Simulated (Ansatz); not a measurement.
Molecular dynamics on a 1×2×1 supercell (16 atoms) of PbS (I4/mmm), relaxed with r2SCAN+rVV10. Forces come from PBEsol in the plane-wave code Ansatz: constant energy and volume (NVE), velocities drawn at 600 K, steps of 1.5 fs. Spin polarisation is off, nuclei are classical, and the run is far too short for thermal averages.

```yaml
crystal:
  lattice:
    - [8.3969062117, 0.0, 0.0]
    - [0.0, 8.3970756195, 0.0]
    - [0.0, 0.0, 5.9549033865]
  atoms:
    - { symbol: Pb, position: [0.1248374589, 0.375, 0.7501601739] }
    - { symbol: Pb, position: [0.6248374589, 0.375, 0.7498398261] }
    - { symbol: Pb, position: [0.8751625411, 0.125, 0.2498398261] }
    - { symbol: Pb, position: [0.3751625411, 0.125, 0.2501601739] }
    - { symbol: S, position: [0.87533305, 0.125, 0.7502173244] }
    - { symbol: S, position: [0.37533305, 0.125, 0.7497826756] }
    - { symbol: S, position: [0.12466695, 0.375, 0.2497826756] }
    - { symbol: S, position: [0.62466695, 0.375, 0.2502173244] }
    - { symbol: Pb, position: [0.1248374589, 0.875, 0.7501601739] }
    - { symbol: Pb, position: [0.6248374589, 0.875, 0.7498398261] }
    - { symbol: Pb, position: [0.8751625411, 0.625, 0.2498398261] }
    - { symbol: Pb, position: [0.3751625411, 0.625, 0.2501601739] }
    - { symbol: S, position: [0.87533305, 0.625, 0.7502173244] }
    - { symbol: S, position: [0.37533305, 0.625, 0.7497826756] }
    - { symbol: S, position: [0.12466695, 0.875, 0.2497826756] }
    - { symbol: S, position: [0.62466695, 0.875, 0.2502173244] }
kpoints:
  mp_grid: { grid: [2, 2, 2] }
hamiltonian:
  xc: pbesol
scf:
  occupations: { method: fermi_dirac, width: 0.052 }
md:
  ensemble: nve
  temperature: 600
  timestep: 1.5
  n_steps: 20
  initial_velocities: maxwell_boltzmann
  seed: 2514
```

Command: `ansatz run input.yaml --threads 4 --pin off --max-ram 5529MiB --backend cpu --events-out ev --progress --plain --runs-dir out`.

Problem. It ran on 4 threads of Arm Neoverse V1, on a shared host. About how long did it take, and what peak of host memory did it reach?

Solution. About 62 s, with a peak of 1.4 GiB.

```csv
step,t (fs),T (K),free energy F from step 0 (meV/atom),kinetic energy (meV/atom),largest force (eV/Å)
0,0,600,0.0,72.7,0.00
1,1.5,600,0.0,72.7,0.03
2,3,599,0.1,72.6,0.06
3,4.5,598,0.2,72.5,0.09
4,6,597,0.4,72.3,0.12
5,7.5,595,0.6,72.1,0.15
6,9,593,0.9,71.8,0.18
7,10.5,590,1.2,71.5,0.21
8,12,587,1.5,71.2,0.23
9,13.5,584,2.0,70.7,0.26
10,15,580,2.4,70.3,0.28
11,16.5,576,3.0,69.8,0.30
12,18,571,3.5,69.2,0.32
13,19.5,566,4.1,68.6,0.34
14,21,560,4.8,67.9,0.36
15,22.5,554,5.5,67.2,0.40
16,24,548,6.3,66.4,0.43
17,25.5,542,7.1,65.6,0.46
18,27,535,7.9,64.8,0.49
19,28.5,528,8.8,63.9,0.53
20,30,520,9.7,63.0,0.56
```

The temperature goes from 600 K to 520 K in 30 fs. The conserved energy stays within 0.00 meV an atom. By the last step the atoms have moved 0.13 Å in the root mean square, the drift of the whole cell taken out, 0.26 Å at most.

Positions (Å) and forces (eV/Å) at step 20:
```
Pb   1.074   3.156   4.532    -0.309   0.131   0.097
Pb   5.170   3.126   4.452     0.339   0.181   0.115
Pb   7.278   0.996   1.441     0.139   0.111  -0.038
Pb   3.143   1.034   1.453    -0.024   0.110   0.059
S    7.422   1.003   4.591     0.022   0.406  -0.124
S    3.153   1.030   4.419     0.201   0.184  -0.007
S    1.064   3.143   1.389    -0.008   0.100  -0.042
S    5.193   3.187   1.289    -0.183  -0.388   0.016
Pb   1.135   7.450   4.441    -0.388  -0.322   0.070
Pb   5.231   7.344   4.527     0.368  -0.051   0.029
Pb   7.377   5.227   1.591    -0.099  -0.186  -0.026
Pb   3.178   5.249   1.455    -0.183  -0.073   0.025
S    7.390   5.246   4.421     0.016  -0.089  -0.070
S    3.240   5.426   4.413    -0.089  -0.459   0.058
S    0.912   7.146   1.364     0.285   0.480  -0.023
S    5.216   7.453   1.464    -0.087  -0.135  -0.138
```
